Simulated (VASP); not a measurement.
Here is a VASP 6.6.1 calculation.

Contents of INCAR:

```
SYSTEM = TePb
PREC = Accurate
ENCUT = 520
EDIFF = 1E-7
ISMEAR = 0
SIGMA = 0.01
LREAL = .False.
LASPH = .True.
NELM = 60
ALGO = Normal
ISIF = 2
LWAVE = .False.
LCHARG = .True.
GGA = PE
LELF = .True.
LVHAR = .True.
NBANDS = 17
```

Contents of KPOINTS:

```
regular mesh
0
Gamma
  6 6 6
  0 0 0
```

POSCAR

```
TePb
1.0
    0.0000000000      3.2859611489      3.2859611489
    3.2859611489      0.0000000000      3.2859611489
    3.2859611489      3.2859611489      0.0000000000
Te Pb
1 1
Direct
    0.5000000000      0.5000000000      0.5000000000
    0.0000000000      0.0000000000      0.0000000000
```

Potentials or basis: VASP PAW PBE potentials, release 64 (Te, Pb_d).

Command:

```bash
$ cat potpaw_PBE.64/Te/POTCAR potpaw_PBE.64/Pb_d/POTCAR > POTCAR
$ mpirun -np 1 vasp_std > vasp.out
```

Task: Estimate the band gap on the k mesh.

Result: 0.83 eV, direct.

Task: Predict the pressure.

Result: -0.1 GPa.

Caveat: spin-orbit coupling is left out, which moves the levels of the heavy elements.

**What was measured.**

From a printed reference work, monograph, for a bulk crystal of TePb at 4.2 K: band gap 0.19 eV (direct).

A measured gap of TePb is 0.19 eV (direct; 4.2 K; a printed reference work, monograph); the calculated 0.83 eV misses it by +0.64 eV. Spin-orbit coupling on Pb, Te is left out. The value is that of PBE on a finite k mesh, which can miss the band edges, without temperature or zero-point motion.
